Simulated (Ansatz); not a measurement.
# BN (P6_3/mmc) in Ansatz: settings compared

One crystal, BN, is run at these levels: PBEsol, PBE; tasks: band structure, Born charges and dielectric tensor, phonons, elastic constants.

All numbers are computed with Ansatz 0.2.0; they aren't measurements. Logs are shortened: lines on timing, memory, paths and dates and some standing lists are left out, and cuts for length are marked.

## 1. Starting point

The structure is hexagonal, space group P6_3/mmc (No. 194). Conventional cell: a = 2.498 Å, b = 2.498 Å, c = 6.636 Å, α = 90.00°, β = 90.00°, γ = 120.00°. Around N (site symmetry -6m2) lie 3 B at 1.44 Å. B (site symmetry -6m2) is surrounded by 3 N at 1.44 Å.

## 2. Band structure, PBEsol

The input, input.yaml:

```yaml
crystal:
  lattice:
    - [2.49824, 0.0, 0.0]
    - [-1.24912, 2.1635393048, 0.0]
    - [0.0, 0.0, 6.6357]
  atoms:
    - { symbol: "N", position: [0.6666666667, 0.3333333333, 0.25] }
    - { symbol: "N", position: [0.3333333333, 0.6666666667, 0.75] }
    - { symbol: B, position: [0.6666666667, 0.3333333333, 0.75] }
    - { symbol: B, position: [0.3333333333, 0.6666666667, 0.25] }
hamiltonian:
  xc: pbesol
  pseudopotentials: { kind: paw }
kpoints:
  mp_grid: { grid: [12, 12, 4] }
  band_path:
    path:
      - [[0.0, 0.0, 0.0], [0.5, 0.0, 0.0], [0.3333333333, 0.3333333333, 0.0], [0.0, 0.0, 0.0], [0.0, 0.0, 0.5], [0.5, 0.0, 0.5], [0.3333333333, 0.3333333333, 0.5], [0.0, 0.0, 0.5]]
      - [[0.5, 0.0, 0.5], [0.5, 0.0, 0.0]]
      - [[0.3333333333, 0.3333333333, 0.0], [0.3333333333, 0.3333333333, 0.5]]
    npoints: 14
scf:
  occupations: { method: fermi_dirac, width: 0.05 }
  n_extra_bands: 10
output:
  forces: true
  stress: true
  eigenvalues: true
  fatbands: false
  write_density: true
  write_potential: true
  elf: true
  volumetric_format: npy
```

Potentials or basis: Ansatz PAW.

The run is started by

```bash
$ ansatz run input.yaml --threads 2 --pin off --max-ram 5632MiB --backend cpu --events-out ev --progress --plain --runs-dir out
```

Log:

```text
Warning: RAYON_NUM_THREADS=2 ignored (pool sized by the plan → 2); use --threads N
scf.n_extra_bands = 10 over 8 filled bands (N_el = 16.0): the run solves 18 bands
Engine: ansatz 0.2.0, x86_64-unknown-linux-gnu
Pseudopotentials: kind: paw
Pseudopotential: N, paw, valence charge 5, recommended cutoff 420 eV (normal), N.paw.azcp
Pseudopotential: B, paw, valence charge 3, recommended cutoff 420 eV (normal), B.paw.azcp
Functional definition: PBEsol
  exchange = pbesol_x
  correlation = pbesol_c
Crystal: 4 atoms, lattice volume = 35.866 Å³
Basis set: ecut = 420 eV, 689 PW (Γ), exchange–correlation on 36×36×90 points (8 copies of the dense FFT grid, shifted against one another)
Bands: 18, of which v1, the nominal top of the filled ones, is band 8 counted from 1 (7 counted from 0)
Symmetry: 24 space group operations
Space group: P63/mmc (ITA 194), of the structure as read, at distance tolerance 3.3e-5 Å
k-points: 57 of 576
Non-local potential: N, projectors of the file, l = 0: 2, l = 1: 2, l = 2: 1
Non-local potential: B, projectors of the file, l = 0: 2, l = 1: 2, l = 2: 1
PAW form: soft (Blöchl's): semilocal exchange-correlation on the pseudo side does not see the compensation charge
PAW frozen core: N, regenerated for the run's functional, and the local potential with it (the file was generated under x = pbe(κ = 0.804, μ = 0.2195149727645171), c = pbe(β = 0.06672455060314922))
PAW frozen core: B, regenerated for the run's functional, and the local potential with it (the file was generated under x = pbe(κ = 0.804, μ = 0.2195149727645171), c = pbe(β = 0.06672455060314922))
PAW one-centre angular grid: N, 110 points (default); XC on 64 Gauss nodes
PAW one-centre angular grid: B, 110 points (default); XC on 64 Gauss nodes
Initial density: superposition of atomic densities (neutral atoms: chi_scale 0, normalization atom), corrected by the library's trained network
Initial wavefunctions: pseudopotential atomic-orbital guess
Functional: x = pbesol(κ = 0.804, μ = 0.12345679012345678), c = pbesol(β = 0.046)
SCF iter   1: F=—  HF=-1067.557409 eV  |F-HF|=—  |Δ(HF+E_count)|=         —  Δρ=8.50e-3  dr2=2.37e-2  ethr=1.77e-3  ⟨swp⟩=5.2  Hψ=4738  notcnv=0  defer=107
preconditioner: auto → none  [insulator: Δε(μ)=4.091 eV  Ē_g=19.922 eV  σ=0.050 eV  W_gap=1.00  n_scr=4 (ndim 8)  ℏωp=24.8 eV  f_vac=0.022  D(μ)=0.00/eV (n_scr^D=0)  ε∞_Penn≈2.5]
SCF iter   2: F=—  HF=-1067.552244 eV  |F-HF|=—  |Δ(HF+E_count)|=   5.16e-3  Δρ=2.89e-3  dr2=2.05e-3  ethr=1.48e-4  ⟨swp⟩=2.8  Hψ=2259  notcnv=0  defer=180
SCF iter   3: F=—  HF=-1067.551780 eV  |F-HF|=—  |Δ(HF+E_count)|=   4.65e-4  Δρ=8.12e-4  dr2=1.48e-4  ethr=1.28e-5  ⟨swp⟩=2.5  Hψ=1353  notcnv=0  defer=180
SCF iter   4: F=—  HF=-1067.551863 eV  |F-HF|=—  |Δ(HF+E_count)|=   8.35e-5  Δρ=1.42e-4  dr2=2.99e-6  ethr=9.24e-7  ⟨swp⟩=2.6  Hψ=1241  notcnv=0  defer=180
SCF iter   5: F=—  HF=-1067.551869 eV  |F-HF|=—  |Δ(HF+E_count)|=   5.64e-6  Δρ=1.63e-5  dr2=2.93e-8  ethr=1.87e-8  ⟨swp⟩=2.6  Hψ=1253  notcnv=0  defer=180
SCF iter   6: F=-1067.551869 eV  HF=-1067.551869 eV  |F-HF|=7.88e-10  |Δ(HF+E_count)|=   1.35e-7  Δρ=1.05e-6  dr2=2.60e-10  ethr=1.83e-10  ⟨swp⟩=9.5  Hψ=5857  notcnv=0
SCF 1 converged in 6 iterations: F = -1067.551869 eV  dr2 = 2.60e-10
NSCF: frozen V_eff on 129 k-points
SCF converged after 6 iterations
Free energy (F): -1067.551869 eV
Harris-Foulkes:  -1067.551869 eV  (|F-HF|=7.88e-10)
Internal energy: -1067.551869 eV  (E = F + TS)
E sigma→0 (E₀):  -1067.551869 eV
Fermi energy:    6.843784 eV
--- Per-component energies (eV) ---
  E_band       = -38.692025
  E_kinetic    = 366.288908
  E_local      = -691.656386  (includes V_loc(G=0)·N_el)
  E_nonlocal   = 116.161166
  E_hartree    = 222.080799
  E_xc         = -182.635329
  E_vxc        = -227.599924  (∫ρ·V_xc dr)
  E_paw        = -397.945628  (= ΣΔE_a)
  E_vpaw       = -46.047807  (= ΣTr[D̂ρ^β])
  E_aug_tail   = 0.000191  (compensation charges beyond the density's cutoff)
  E_ewald      = -499.931209
  E_core_change = 0.085620  (= ΣΔE_core)
  E_smearing   = -0.000000  (= −TS)
  E_closure    = -0.000000  (closes the sum)
  Σ components = -1067.551869   (vs F -1067.551869, Δ=0.00e0)
--- Forces (eV/Å), atoms counted from 1 ---
  atom   1  N     -0.00000000     0.00000000     0.00000000
  atom   2  N     -0.00000000    -0.00000000    -0.00000000
  atom   3  B      0.00000000     0.00000000     0.00000000
  atom   4  B      0.00000000    -0.00000000    -0.00000000
  max |Σ_I F_I| component: 1.94e-16 eV/Å
--- Stress (GPa, compression-positive) ---
        2.756841      -0.000000       0.000000
        0.000000       2.756841      -0.000000
        0.000000      -0.000000       0.934617
  P = ⅓ Tr σ = 2.1494 GPa (21.494 kbar)
--- Band table (eV; the first three rows and the last of 57) ---
  k-point 0: bands = ["-13.0924", "-12.7877", "-1.6208", "0.5604", "3.4084", "3.4084", "3.4462", "3.4462", "9.7675", "14.9144", "16.2895", "16.2895", "16.4153", "16.4153", "17.0236", "17.7747", "19.6017", "21.3032"]
  k-point 1: bands = ["-13.0502", "-12.8349", "-1.3559", "0.1637", "3.4141", "3.4141", "3.4403", "3.4403", "10.4827", "14.0104", "16.3078", "16.3078", "16.3968", "16.3968", "17.2665", "17.7200", "19.7388", "20.8174"]
  k-point 2: bands = ["-12.9451", "-12.9451", "-0.6585", "-0.6585", "3.4268", "3.4268", "3.4268", "3.4268", "12.1805", "12.1805", "16.3516", "16.3516", "16.3516", "16.3516", "17.5530", "17.5530", "20.1480", "20.1480"]
  k-point 56: bands = ["-9.2076", "-9.2076", "-3.2738", "-3.2738", "-2.4269", "-2.4269", "4.7051", "4.7051", "9.3082", "9.3082", "16.4828", "16.4828", "18.5673", "18.5673", "22.2051", "22.2051", "22.6877", "22.6877"]
```

bands.tsv:

```text
# k_distance	band_0	band_1	band_2	band_3	band_4	band_5	band_6	band_7	band_8	band_9	band_10	band_11	band_12	band_13	band_14	band_15	band_16	band_17
# fermi_ev = 6.843784
# lock_threshold_ev = 1e-6
[... 145 lines left out ...]
9.286893	-16.051354	-16.051354	-10.135951	-10.098939	-9.270315	-9.270315	-2.142675	-2.142675	2.475558	2.475558	9.326660	9.983288	11.684127	11.684127	15.249855	15.450742	15.865300	15.865300
9.320710	-16.051341	-16.051341	-10.126842	-10.108125	-9.270588	-9.270588	-2.139451	-2.139451	2.467338	2.467338	9.478357	9.807654	11.713688	11.713688	15.308581	15.408733	15.849518	15.849518
9.354527	-16.051354	-16.051354	-10.117587	-10.117587	-9.270708	-9.270708	-2.138649	-2.138649	2.464430	2.464430	9.638981	9.638981	11.723560	11.723560	15.361332	15.361332	15.843868	15.843868
```

Run time: 7.8 s. Hardware: 2 threads of Intel Xeon at 2.50GHz (Skylake/Cascade Lake), shared host; peak memory 0.35 GiB.

Results:

```yaml
Free_energy: -1067.5519 eV
Pressure: 2.1 GPa
Band_gap_on_the_k_mesh: 4.19 eV, indirect (least direct gap 4.60 eV)
Band_gap_along_the_path: 4.15 eV, indirect (least direct gap 4.60 eV)
```

Levels at the corners of the path, in eV from the valence-band top:
```
point  band 4  band 5  band 6  band 7  band 8  band 9  band 10  band 11  band 12  band 13
    Γ   -4.19   -1.34   -1.34   -1.30   -1.30    5.02    10.16    11.54    11.54    11.67
    M   -8.92   -4.19   -4.13   -1.52   -0.48    4.15     5.57     9.47     9.93    12.46
    K   -7.94   -7.17   -7.17   -0.13   -0.13    4.78     4.78    10.50    13.11    13.11
    Γ   -4.19   -1.34   -1.34   -1.30   -1.30    5.02    10.16    11.54    11.54    11.67
    A   -5.41   -1.32   -1.32   -1.32   -1.32    7.43     7.43    11.60    11.60    11.60
    L   -8.96   -4.16   -4.16   -0.98   -0.98    4.62     4.62     9.89     9.89    13.37
    H   -8.02   -7.18   -7.18   -0.04   -0.04    4.56     4.56    11.73    11.73    13.82
    A   -5.41   -1.32   -1.32   -1.32   -1.32    7.43     7.43    11.60    11.60    11.60
    L   -8.96   -4.16   -4.16   -0.98   -0.98    4.62     4.62     9.89     9.89    13.37
    M   -8.92   -4.19   -4.13   -1.52   -0.48    4.15     5.57     9.47     9.93    12.46
    K   -7.94   -7.17   -7.17   -0.13   -0.13    4.78     4.78    10.50    13.11    13.11
    H   -8.02   -7.18   -7.18   -0.04   -0.04    4.56     4.56    11.73    11.73    13.82
```

Caveat: the pressure holds a Pulay correction of +0.6 GPa for the finite cutoff; this functional lacks dispersion, which binds the layers, so the pressure and a relaxed spacing across them are unreliable; the PAW data sets come from PBE, with cores solved anew for the run's functional, which leaves a small shift of forces and pressure. As with any semilocal functional, this PBEsol gap is likely too small.

## 3. Born charges and dielectric tensor, PBE

The input, input.yaml:

```yaml
crystal:
  lattice:
    - [2.49824, 0.0, 0.0]
    - [-1.24912, 2.1635393048, 0.0]
    - [0.0, 0.0, 6.6357]
  atoms:
    - { symbol: "N", position: [0.6666666667, 0.3333333333, 0.25] }
    - { symbol: "N", position: [0.3333333333, 0.6666666667, 0.75] }
    - { symbol: B, position: [0.6666666667, 0.3333333333, 0.75] }
    - { symbol: B, position: [0.3333333333, 0.6666666667, 0.25] }
hamiltonian:
  xc: pbe
  pseudopotentials: { kind: paw }
kpoints:
  mp_grid: { grid: [12, 12, 4] }
scf:
  occupations: { method: fixed }
output:
  eigenvalues: true
dielectric:
  method: response
```

Potentials or basis: Ansatz PAW.

The run is started by

```bash
$ ansatz run input.yaml --threads 2 --pin off --max-ram 5632MiB --backend cpu --events-out ev --progress --plain --runs-dir out
```

Log:

```text
Warning: RAYON_NUM_THREADS=2 ignored (pool sized by the plan → 2); use --threads N
[... 4 set-up lines as earlier in the session ...]
Functional definition: PBE
  parameter kappa = 0.804
  parameter beta = 0.06672455060314922
  exchange = pbe_x(kappa = kappa, mu = beta*pi^2/3)
  correlation = pbe_c(beta = beta)
Crystal: 4 atoms, lattice volume = 35.866 Å³
Basis set: ecut = 420 eV, 689 PW (Γ), exchange–correlation on 36×36×96 points (8 copies of the dense FFT grid, shifted against one another)
Bands: 12, of which v1, the nominal top of the filled ones, is band 8 counted from 1 (7 counted from 0)
[... 1 set-up line as earlier in the session ...]
k-points: 164 of 576 (irreducible under 2 space group operations, time reversal used)
[... 7 set-up lines as earlier in the session ...]
Functional: x = pbe(κ = 0.804, μ = 0.2195149727645171), c = pbe(β = 0.06672455060314922)
SCF iter   1: F=—  HF=-1084.800419 eV  |F-HF|=—  |Δ(HF+E_count)|=         —  Δρ=1.47e-3  dr2=2.08e-4  ethr=1.77e-3  ⟨swp⟩=5.0  Hψ=10308  notcnv=0  defer=303
preconditioner: auto → none  [insulator: Δε(μ)=4.289 eV  Ē_g=15.892 eV  n_scr=4 (ndim 8)  ℏωp=24.8 eV  f_vac=0.021  ε∞_Penn≈3.4]
SCF iter   2: F=—  HF=-1084.801471 eV  |F-HF|=—  |Δ(HF+E_count)|=   1.05e-3  Δρ=7.40e-4  dr2=4.11e-5  ethr=1.30e-6  ⟨swp⟩=2.3  Hψ=4848  notcnv=0  defer=328
SCF iter   3: F=—  HF=-1084.801786 eV  |F-HF|=—  |Δ(HF+E_count)|=   3.14e-4  Δρ=3.25e-4  dr2=8.93e-6  ethr=2.57e-7  ⟨swp⟩=2.0  Hψ=3557  notcnv=0  defer=319
SCF iter   4: F=—  HF=-1084.801853 eV  |F-HF|=—  |Δ(HF+E_count)|=   6.69e-5  Δρ=2.39e-5  dr2=6.82e-8  ethr=5.58e-8  ⟨swp⟩=2.0  Hψ=3379  notcnv=0  defer=208
SCF iter   5: F=—  HF=-1084.801853 eV  |F-HF|=—  |Δ(HF+E_count)|=   9.42e-7  Δρ=4.58e-6  dr2=4.68e-9  ethr=4.26e-10  ⟨swp⟩=2.0  Hψ=3276  notcnv=0  defer=28
SCF iter   6: F=-1084.801853 eV  HF=-1084.801853 eV  |F-HF|=2.06e-10  |Δ(HF+E_count)|=   9.44e-9  Δρ=6.36e-7  dr2=8.55e-11  ethr=1.00e-12  ⟨swp⟩=2.8  Hψ=8862  notcnv=0
SCF 1 converged in 6 iterations: F = -1084.801853 eV  dr2 = 8.55e-11
DFPT response loops at Γ: preconditioner auto → Resta (q_TF=auto, 2.385 Å⁻¹)  ε∞=3.7 (no band partly filled); β = 1.00, the filter's whole step (`scf.mixing.beta` (0.50) is not read by the response loops at its default; to damp them type it under 1.00, their step now; it binds the ground state too); Broyden in place of MSR1
SCF converged after 6 iterations
Free energy (F): -1084.801853 eV
Harris-Foulkes:  -1084.801853 eV  (|F-HF|=2.06e-10)
Internal energy: -1084.801853 eV  (E = F + TS)
E sigma→0 (E₀):  -1084.801853 eV
Fermi energy:    4.792869 eV
--- Per-component energies (eV) ---
  E_band       = -37.450001
  E_kinetic    = 367.634154
  E_local      = -693.889863  (includes V_loc(G=0)·N_el)
  E_nonlocal   = 115.817585
  E_hartree    = 223.929398
  E_xc         = -184.631245
  E_vxc        = -229.080224  (∫ρ·V_xc dr)
  E_paw        = -413.730871  (= ΣΔE_a)
  E_vpaw       = -45.790782  (= ΣTr[D̂ρ^β])
  E_aug_tail   = 0.000198  (compensation charges beyond the density's cutoff)
  E_ewald      = -499.931209
  E_smearing   = -0.000000  (= −TS)
  E_closure    = -0.000000  (closes the sum)
  Σ components = -1084.801853   (vs F -1084.801853, Δ=0.00e0)
--- Band table (eV; the first three rows and the last of 164) ---
  k-point 0: bands = ["-13.0436", "-12.7483", "-1.4564", "0.6704", "3.4723", "3.4723", "3.5094", "3.5094", "10.0608", "15.1420", "16.4271", "16.4271"]
  k-point 1: bands = ["-13.0025", "-12.7940", "-1.1968", "0.2862", "3.4778", "3.4778", "3.5036", "3.5036", "10.7627", "14.2440", "16.4450", "16.4450"]
  k-point 2: bands = ["-12.9007", "-12.9007", "-0.5146", "-0.5146", "3.4903", "3.4903", "3.4903", "3.4903", "12.4359", "12.4359", "16.4878", "16.4878"]
  k-point 163: bands = ["-9.9132", "-9.9132", "-2.8156", "-2.8156", "-1.0784", "-1.0784", "3.6563", "3.6563", "10.5218", "10.5218", "16.9280", "16.9280"]
--- Dielectric response (ions clamped): 2 representative field directions + reference, on 164 of 576 k-points (Σ response iterations 14) ---
  k mesh reduced under 2 symmetry operations, with k and −k counted as one. Each operation leaves every solved perturbation unchanged. A smaller set is not considered because the run solves the response to a homogeneous field
  ε∞ (high-frequency dielectric tensor):
        4.737489    -0.000000     0.000000
       -0.000000     4.737489     0.000000
        0.000000     0.000000     2.688549
  Born effective charges Z* (e; rows j = field, columns β = displacement):
    site 0:
        -2.71169    0.00000    0.00000
         0.00000   -2.71169   -0.00000
         0.00000   -0.00000   -0.74388
    site 1:
        -2.71169    0.00000    0.00000
         0.00000   -2.71169   -0.00000
         0.00000   -0.00000   -0.74388
    site 2:
         2.71169   -0.00000   -0.00000
        -0.00000    2.71169    0.00000
         0.00000    0.00000    0.74388
    site 3:
         2.71169   -0.00000   -0.00000
        -0.00000    2.71169    0.00000
         0.00000    0.00000    0.74388
  Z* charge neutrality: 1.401e-5 e pre-enforcement
  k-mesh period / interband length: 30.0 Å / 1.33 Å = 22.48 at k = (0.0000, -0.5000, 0.2500), direct gap 4.953 eV — 14 or more, which is no proof of convergence
```

Run time: 40 s. Hardware: 2 threads of Intel Xeon at 2.50GHz (Skylake/Cascade Lake), shared host; peak memory 0.51 GiB.

Results:

| Property | Result |
| --- | --- |
| Free energy | -1084.8019 eV |
| Band gap on the k mesh | 4.29 eV, indirect (least direct gap 4.66 eV) |
| Electronic dielectric tensor (diagonal) | 4.74, 4.74, 2.69 |
| Born charges (mean of the diagonal) | N -2.06; B +2.06 e |

Levels at points of the mesh, in eV from the valence-band top:
```tsv
k point	band 6	band 7	band 8	band 9	band 10	band 11
(0.00, 0.00, 0.00)	-1.32	-1.28	-1.28	5.27	10.35	11.63
(0.00, 0.00, -0.50)	-1.30	-1.30	-1.30	7.64	7.64	11.69
(0.00, -0.50, 0.00)	-4.09	-1.45	-0.43	4.29	5.67	9.60
(0.00, -0.50, -0.50)	-4.12	-0.92	-0.92	4.76	4.76	10.00
(-0.50, 0.00, 0.00)	-4.09	-1.45	-0.43	4.29	5.67	9.60
(-0.50, 0.00, -0.50)	-4.12	-0.92	-0.92	4.76	4.76	10.00
```

Electronic dielectric tensor:
```
4.74 0.00 0.00
0.00 4.74 0.00
0.00 0.00 2.69
```

Born effective charge tensors (e):
atom 1, N
```
-2.71  0.00  0.00
 0.00 -2.71  0.00
 0.00  0.00 -0.74
```
atom 2, N
```
-2.71  0.00  0.00
 0.00 -2.71  0.00
 0.00  0.00 -0.74
```
atom 3, B
```
2.71 0.00 0.00
0.00 2.71 0.00
0.00 0.00 0.74
```
atom 4, B
```
2.71 0.00 0.00
0.00 2.71 0.00
0.00 0.00 0.74
```

Caveat: this functional lacks dispersion, which binds the layers, so the pressure and a relaxed spacing across them are unreliable.

(Continued in part 2 of 2.)
